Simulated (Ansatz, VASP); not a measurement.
**Cu: VASP beside Ansatz**

```
Cu
1.0
     2.52028    0.00000    0.00000
    -1.26014    2.18263    0.00000
     0.00000    0.00000    8.23318
Cu
4
Direct
  0.00000 0.00000 0.00000
  0.00000 0.00000 0.50000
  0.33333 0.66667 0.25000
  0.66667 0.33333 0.75000
```

Alike in both runs: task single point; functional PBEsol; k mesh 16 × 16 × 5; occupations fermi-dirac, width 0.1 eV; no spin polarisation.

```csv
,VASP,Ansatz
version,VASP 6.6.1,Ansatz 0.2.0
potentials or method,"VASP PAW PBE potentials, release 64 (Cu)","plane waves (420 eV) with PAW, scalar-relativistic"
plane-wave cutoff (eV),520,420
valence electrons in the cell,44,76
```

Ansatz gave:

```
pressure (GPa) : 0.0
```

Question: Which values does VASP return?

Answer: Pressure (GPa): 0.9.

The functional is the same, so the differences come from potentials, cutoffs and numerics. The two sets of potentials don't hold the same shells in valence. Ansatz warned: «pseudo_functional_mismatch».

Caveats: the PAW data sets were made with another functional, which shifts forces and pressure a little (VASP).
